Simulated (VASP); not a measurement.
Input of a VASP 6.6.1 run:

The input INCAR:

```
PREC = Accurate ; ENCUT = 520
EDIFF = 1E-6 ; ISMEAR = 0
SIGMA = 0.5 ; LREAL = False
LASPH = True ; NELM = 100
ALGO = Normal ; ISIF = 2
LWAVE = False ; LCHARG = False
GGA = PS
```

File KPOINTS:

```
regular mesh
0
Gamma
  6 6 6
```

The input POSCAR:

```
BaHfO3
1.0
    4.1535400000      0.0000000000      0.0000000000
    0.0000000000      4.1535400000      0.0000000000
    0.0000000000      0.0000000000      4.1535400000
Ba Hf O
1 1 3
Direct
    0.5000000000      0.5000000000      0.5000000000
    0.0000000000      0.0000000000      0.0000000000
    0.0000000000      0.5000000000      0.0000000000
    0.5000000000      0.0000000000      0.0000000000
    0.0000000000      0.0000000000      0.5000000000
```

Potentials or basis: VASP PAW PBE potentials, release 64 (Ba_sv, Hf_pv, O).

Run with:

```console
$ cat potpaw_PBE.64/Ba_sv/POTCAR potpaw_PBE.64/Hf_pv/POTCAR potpaw_PBE.64/O/POTCAR > POTCAR
$ mpirun -np 1 vasp_std > vasp.out
```

Problem. Estimate the pressure.

Solution. 0.1 GPa.

Problem. Predict the band gap on the k mesh.

Solution. 3.50 eV, indirect (least direct gap 3.70 eV).

Caveat: the PAW data sets were made with another functional, which shifts forces and pressure a little; spin-orbit coupling is left out, which moves the levels of the heavy elements. Expect the measured gap to be larger: semilocal functionals such as PBEsol lack the derivative discontinuity.
